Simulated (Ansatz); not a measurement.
# Al3Te: the cost of one run

Computed with Ansatz 0.2.0 (DFT PBE, scalar-relativistic, plane waves, PAW, unless a step's input says otherwise).

## Step 1: The starting structure

Symmetry: Pm-3n, No. 223, cubic system. Conventional cell: a = 5.448 Å, b = 5.448 Å, c = 5.448 Å, α = 90.00°, β = 90.00°, γ = 90.00°. Al (site symmetry -4m2) has 2 Al at 2.72 Å and 4 Te at 3.05 Å as nearest neighbours. Te (site symmetry m-3) is surrounded by 12 Al at 3.05 Å.

As a file:

```cif
data_structure
_symmetry_space_group_name_H-M 'Pm-3n'
_symmetry_Int_Tables_number 223
_cell_length_a 5.4477
_cell_length_b 5.4477
_cell_length_c 5.4477
_cell_angle_alpha 90.000
_cell_angle_beta 90.000
_cell_angle_gamma 90.000
_cell_volume 161.67
loop_
_atom_site_label
_atom_site_type_symbol
_atom_site_symmetry_multiplicity
_atom_site_Wyckoff_symbol
_atom_site_fract_x
_atom_site_fract_y
_atom_site_fract_z
_atom_site_occupancy
Al1 Al 6 c 0.00000 0.50000 0.25000 1
Te1 Te 2 a 0.00000 0.00000 0.00000 1
```

This is candidate A: A15 type (Pm-3n, No. 223).

(A quick probe on a coarse mesh, which set the mesh and smearing, is not shown.)

## Step 3: Relaxing cell and atoms (candidate A)

Input file input.yaml:

```yaml
crystal:
  lattice:
    - [5.4476952229, 0.0, 0.0]
    - [0.0, 5.4476952229, 0.0]
    - [0.0, 0.0, 5.4476952229]
  atoms:
    - { symbol: Al, position: [0.0, 0.5, 0.25] }
    - { symbol: Al, position: [0.0, 0.5, 0.75] }
    - { symbol: Al, position: [0.25, 0.0, 0.5] }
    - { symbol: Al, position: [0.75, 0.0, 0.5] }
    - { symbol: Al, position: [0.5, 0.75, 0.0] }
    - { symbol: Al, position: [0.5, 0.25, 0.0] }
    - { symbol: Te, position: [0.0, 0.0, 0.0] }
    - { symbol: Te, position: [0.5, 0.5, 0.5] }
basis:
  ecutwfc: 420
kpoints:
  mp_grid: { grid: [8, 8, 8] }
hamiltonian:
  xc: pbe
scf:
  occupations: { method: gaussian, width: 0.1 }
output:
  forces: true
  stress: true
  eigenvalues: true
relax:
  adjacent_minimum: "off"
  f_tol: 0.01
  max_steps: 80
  cell: { stress_tol: 0.05 }
```

**Question.** How long does this run take on 1 thread of an Arm CPU, shared host, and how much memory does it need?

About 69 s, with a peak of 0.47 GiB.
